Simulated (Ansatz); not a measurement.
Runs of Ansatz 0.2.0 on MgF2 (Sellaite). Symmetry: P4_2/mnm, No. 136, tetragonal system. The conventional cell has a = 4.625 Å, b = 4.625 Å, c = 3.052 Å, α = 90.00°, β = 90.00°, γ = 90.00°. Mg (site symmetry mmm) is surrounded by 6 F at 1.98 to 2.00 Å. F (site symmetry m2m) has 3 Mg at 1.98 to 2.00 Å as nearest neighbours. 

| level | gap on the mesh (eV) | pressure (GPa) | largest force (eV/Å) |
| --- | --- | --- | --- |
| BLYP | 7.25 | 5.7 | 0.04 |
| revPBE | 7.38 | (b) | (d) |
| RPBE | 7.44 | 9.2 | 0.06 |
| PBE | (c) | 4.5 | (a) |

Alike in all rows: task band structure; potentials or basis Ansatz PAW; no spin polarisation; cell as given; k mesh 6 × 6 × 9; cutoff (eV) 420; smearing fermi-dirac 0.05 eV.

Task: Estimate the missing entries.

Result: (a) 0.02; (b) 8.2; (c) 7.13; (d) 0.05.

Caveats: the PAW data sets come from PBE, with cores solved anew for the run's functional, which leaves a small shift of forces and pressure (some runs).

